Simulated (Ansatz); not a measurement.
What strain does to SnSe (zincblende)

SnSe built on the zincblende prototype, relaxed with r2SCAN in Ansatz 0.2.0. It is cubic, F-43m (No. 216); conventional cell a = 6.728 Å, 38.07 Å³ an atom. Sn has 4 Se at 2.91 Å; Se has 4 Sn at 2.91 Å.

The axes x, y and z are those of this cell:
```
Sn Se
1.0
     0.00000    3.36398    3.36398
     3.36398    0.00000    3.36398
     3.36398    3.36398    0.00000
Sn Se
1 1
Direct
  0.00000 0.00000 0.00000
  0.25000 0.25000 0.25000
```

Unstrained: HSE06 gives an indirect gap of 0.304 eV, from W to X; the least direct gap is 1.043 eV at X. Meshes: HSE06 4×4×4. Strains are changes of length per length. After each strain the atoms were relaxed again with r2SCAN within the symmetry that the strain leaves, so tilts or polar shifts that break it weren't tested; points keep the names that they have in the unstrained zone. All values are calculated for a non-magnetic cell, which may be hypothetical.

Changes of the least gap in eV (an overlap counts as a negative gap):
```
                                                       strain  volume change (%)  space group   HSE06
                                     uniaxial +2.73 % along z               +2.7        I-4m2  +0.048
epitaxial -3.22 % in the xy plane, free normal strain +5.95 %               -0.8        I-4m2  -0.205
```

Uniaxial +2.73 % along z, other directions held. HSE06: the gap goes from 0.304 to 0.352 eV (+0.048 eV).

Epitaxial -3.22 % in the xy plane, free normal strain +5.95 %. HSE06: the gap goes from 0.304 to 0.099 eV (-0.205 eV); so small a gap is at the limit of these settings.

No spin-orbit coupling is included; it can move band edges with weight on the heavy atoms by tenths of an eV.

The meshes of the hybrids are coarse, so their gaps aren't converged to the digits shown.
